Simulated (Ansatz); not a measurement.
# CdSe (Cadmoselite): the cost of one run

Method: DFT PBEsol, frozen-core PAW, scalar-relativistic unless said, in Ansatz 0.2.0.

The COD entry's cell or inner coordinates are ideal or old and differ from later refinements, so a difference from it is no clean test against experiment.

## 1. The system as given

It takes space group P6_3mc (No. 186, hexagonal). The conventional cell has a = 4.300 Å, b = 4.300 Å, c = 7.020 Å, α = 90.00°, β = 90.00°, γ = 120.00°. Around Cd (site symmetry 3m) lie 4 Se at 2.61 to 2.70 Å. Around Se (site symmetry 3m) lie 4 Cd at 2.61 to 2.70 Å.

As a file:

```xyz
4
Lattice="4.3000 0.0000 0.0000 -2.1500 3.7239 0.0000 0.0000 0.0000 7.0200" Properties=species:S:1:pos:R:3 pbc="T T T"
Cd    0.0000    2.4826    0.0000
Cd    2.1500    1.2413    3.5100
Se    0.0000    2.4826    2.7027
Se    2.1500    1.2413    6.2127
```

Cartesian axes are those of the input's lattice vectors. The structure goes back to a database entry.

## 2. Cell and atoms relaxed, PAW

File input.yaml:

```yaml
crystal:
  lattice:
    - [4.30000000001, 0.0, 0.0]
    - [-2.15000000001, 3.72390923628, 0.0]
    - [0.0, 0.0, 7.02]
  atoms:
    - { symbol: Cd, position: [0.333333333333, 0.666666666667, 0.0] }
    - { symbol: Cd, position: [0.666666666667, 0.333333333333, 0.5] }
    - { symbol: Se, position: [0.333333333333, 0.666666666667, 0.385] }
    - { symbol: Se, position: [0.666666666667, 0.333333333333, 0.885] }
kpoints:
  mp_grid: { grid: [12, 12, 6] }
scf:
  occupations: { method: fermi_dirac, width: 0.1 }
hamiltonian:
  xc: pbesol
  pseudopotentials: { kind: paw }
relax:
  f_tol: 0.002
  max_steps: 80
  cell: {}
output:
  forces: true
  stress: true
```

Launch:

```console
> ansatz run input.yaml --threads 1 --pin off --max-ram 3072MiB --backend cpu --events-out ev --progress --plain --runs-dir out
```

**Question.** How long does this run take on 1 thread of Intel Xeon 6975P-C (Granite Rapids), shared host, and how much memory does it need?

About 51 s, with a peak of 0.6 GiB.
